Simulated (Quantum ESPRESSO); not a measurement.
Input of a Quantum ESPRESSO 7.5 run:

File pw.in:

```
&CONTROL
  calculation = 'scf'
  prefix = 'pwscf'
  outdir = './tmp'
  pseudo_dir = './pseudo'
  tprnfor = .true.
  tstress = .true.
  disk_io = 'low'
/
&SYSTEM
  ibrav = 0
  nat = 2
  ntyp = 2
  ecutwfc = 88
  nbnd = 9
  input_dft = 'pbesol'
  occupations = 'smearing'
  smearing = 'fd'
  degauss = 0.00367493
/
&ELECTRONS
  conv_thr = 4d-10
  electron_maxstep = 120
  mixing_beta = 0.5
/
ATOMIC_SPECIES
N     14.0070 N_ONCV_PBE-1.2.upf
B     10.8100 B_ONCV_PBE-1.2.upf
CELL_PARAMETERS angstrom
   0.0000000000    1.8130010000    1.8130010000
   1.8130010000    0.0000000000    1.8130010000
   1.8130010000    1.8130010000    0.0000000000
ATOMIC_POSITIONS crystal
N      0.2500000000    0.2500000000    0.2500000000
B      0.0000000000    0.0000000000    0.0000000000
K_POINTS automatic
13 13 13 0 0 0
```

File bands.in:

```
&CONTROL
  calculation = 'bands'
  prefix = 'pwscf'
  outdir = './tmp'
  pseudo_dir = './pseudo'
  disk_io = 'low'
  verbosity = 'high'
/
&SYSTEM
  ibrav = 0
  nat = 2
  ntyp = 2
  ecutwfc = 88
  nbnd = 9
  input_dft = 'pbesol'
  occupations = 'smearing'
  smearing = 'fd'
  degauss = 0.00367493
/
&ELECTRONS
  conv_thr = 1d-08
  electron_maxstep = 120
  mixing_beta = 0.5
  diago_full_acc = .true.
  startingwfc = 'random'
/
ATOMIC_SPECIES
N     14.0070 N_ONCV_PBE-1.2.upf
B     10.8100 B_ONCV_PBE-1.2.upf
CELL_PARAMETERS angstrom
   0.0000000000    1.8130010000    1.8130010000
   1.8130010000    0.0000000000    1.8130010000
   1.8130010000    1.8130010000    0.0000000000
ATOMIC_POSITIONS crystal
N      0.2500000000    0.2500000000    0.2500000000
B      0.0000000000    0.0000000000    0.0000000000
K_POINTS crystal
60
 0.0000000000  0.0000000000  0.0000000000 1
 0.0625000000  0.0000000000  0.0625000000 1
 0.1250000000  0.0000000000  0.1250000000 1
 0.1875000000  0.0000000000  0.1875000000 1
 0.2500000000  0.0000000000  0.2500000000 1
 0.3125000000  0.0000000000  0.3125000000 1
 0.3750000000  0.0000000000  0.3750000000 1
 0.4375000000  0.0000000000  0.4375000000 1
 0.5000000000  0.0000000000  0.5000000000 1
 0.5000000000  0.0625000000  0.5625000000 1
 0.5000000000  0.1250000000  0.6250000000 1
 0.5000000000  0.1875000000  0.6875000000 1
 0.5000000000  0.2500000000  0.7500000000 1
 0.4375000000  0.3125000000  0.7500000000 1
 0.3750000000  0.3750000000  0.7500000000 1
 0.3375000000  0.3375000000  0.6750000000 1
 0.3000000000  0.3000000000  0.6000000000 1
 0.2625000000  0.2625000000  0.5250000000 1
 0.2250000000  0.2250000000  0.4500000000 1
 0.1875000000  0.1875000000  0.3750000000 1
 0.1500000000  0.1500000000  0.3000000000 1
 0.1125000000  0.1125000000  0.2250000000 1
 0.0750000000  0.0750000000  0.1500000000 1
 0.0375000000  0.0375000000  0.0750000000 1
 0.0000000000  0.0000000000  0.0000000000 1
 0.0625000000  0.0625000000  0.0625000000 1
 0.1250000000  0.1250000000  0.1250000000 1
 0.1875000000  0.1875000000  0.1875000000 1
 0.2500000000  0.2500000000  0.2500000000 1
 0.3125000000  0.3125000000  0.3125000000 1
 0.3750000000  0.3750000000  0.3750000000 1
 0.4375000000  0.4375000000  0.4375000000 1
 0.5000000000  0.5000000000  0.5000000000 1
 0.5250000000  0.4500000000  0.5250000000 1
 0.5500000000  0.4000000000  0.5500000000 1
 0.5750000000  0.3500000000  0.5750000000 1
 0.6000000000  0.3000000000  0.6000000000 1
 0.6250000000  0.2500000000  0.6250000000 1
 0.5833333333  0.2500000000  0.6666666667 1
 0.5416666667  0.2500000000  0.7083333333 1
 0.5000000000  0.2500000000  0.7500000000 1
 0.5000000000  0.2857142857  0.7142857143 1
 0.5000000000  0.3214285714  0.6785714286 1
 0.5000000000  0.3571428571  0.6428571429 1
 0.5000000000  0.3928571429  0.6071428571 1
 0.5000000000  0.4285714286  0.5714285714 1
 0.5000000000  0.4642857143  0.5357142857 1
 0.5000000000  0.5000000000  0.5000000000 1
 0.4821428571  0.4821428571  0.5357142857 1
 0.4642857143  0.4642857143  0.5714285714 1
 0.4464285714  0.4464285714  0.6071428571 1
 0.4285714286  0.4285714286  0.6428571429 1
 0.4107142857  0.4107142857  0.6785714286 1
 0.3928571429  0.3928571429  0.7142857143 1
 0.3750000000  0.3750000000  0.7500000000 1
 0.6250000000  0.2500000000  0.6250000000 1
 0.5937500000  0.1875000000  0.5937500000 1
 0.5625000000  0.1250000000  0.5625000000 1
 0.5312500000  0.0625000000  0.5312500000 1
 0.5000000000  0.0000000000  0.5000000000 1
```

Potentials or basis: SG15 PBE 1.2.

Command:

```bash
$ OMP_NUM_THREADS=1 pw.x -in pw.in > pw.out
$ OMP_NUM_THREADS=1 pw.x -in bands.in > bands.out
```

Problem. Predict the band gap along the path.

Solution. 4.29 eV, indirect (least direct gap 8.69 eV).

Problem. Predict the pressure.

Solution. -4.4 GPa.

Levels at the corners of the path, in eV from the valence-band top:
| point | band 2 | band 3 | band 4 | band 5 | band 6 | band 7 |
| --- | --- | --- | --- | --- | --- | --- |
| Γ | 0.00 | 0.00 | 0.00 | 8.69 | 8.69 | 8.69 |
| X | -8.93 | -4.92 | -4.92 | 4.29 | 9.08 | 17.66 |
| W | -7.59 | -7.00 | -6.55 | 9.44 | 13.10 | 14.28 |
| K | -8.14 | -7.71 | -4.09 | 6.75 | 12.70 | 15.61 |
| Γ | 0.00 | 0.00 | 0.00 | 8.69 | 8.69 | 8.69 |
| L | -10.72 | -1.95 | -1.95 | 9.96 | 10.57 | 10.57 |
| U | -8.14 | -7.71 | -4.09 | 6.75 | 12.70 | 15.61 |
| W | -7.59 | -7.00 | -6.55 | 9.44 | 13.10 | 14.28 |
| L | -10.72 | -1.95 | -1.95 | 9.96 | 10.57 | 10.57 |
| K | -8.14 | -7.71 | -4.09 | 6.75 | 12.70 | 15.61 |
| U | -8.14 | -7.71 | -4.09 | 6.75 | 12.70 | 15.61 |
| X | -8.93 | -4.92 | -4.92 | 4.29 | 9.08 | 17.66 |

Caveat: the potentials were made for another functional, which shifts forces and pressure.

**The experiment to reproduce.**

A printed reference work, monograph reports, for a bulk crystal of BN at 300 K: band gap 6.4 eV (indirect).

Against the measured gap of BN, 6.4 eV (indirect; 300 K; a printed reference work, monograph), the calculated 4.29 eV is off by -2.11 eV. The value is that of PBEsol, without temperature or zero-point motion. Semilocal functionals fall short of measured gaps as a rule. The cell is a database's relaxed one, not the measured one, which moves gaps too.
